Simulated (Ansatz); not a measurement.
**In (fcc)**

The computed numbers are results of PBE with spin–orbit coupling (two-component spinors) in the plane-wave PAW code Ansatz at 420 eV, 16×16×16 k-mesh, Gaussian smearing of 0.05 eV; PAW files: Ansatz's generated set soft_2.

Space group Fm-3m (No. 225). a = 4.791 Å, b = 4.791 Å, c = 4.791 Å, α = 90.00°, β = 90.00°, γ = 90.00°
```tsv
atom	site	symmetry	x	y	z
In	4a	m-3m	0.0000	0.0000	0.0000
```

At room temperature and ambient pressure In takes another structure.

At this volume the pressure is 0.03 GPa.

The run used a cell of 1 atoms; the mesh refers to it.

- Volume: 27.49 Å³/atom
- Band gap: zero (metallic)
- Density of states at the Fermi level: 0.40 states/(eV·atom)
- Magnetic state: non-magnetic
- Site spin moments: none

With 13 valence electrons in the calculation's cell and no magnetic order, the Kramers pairs of bands, two electrons each, can't all be full or empty: band theory demands a metal.
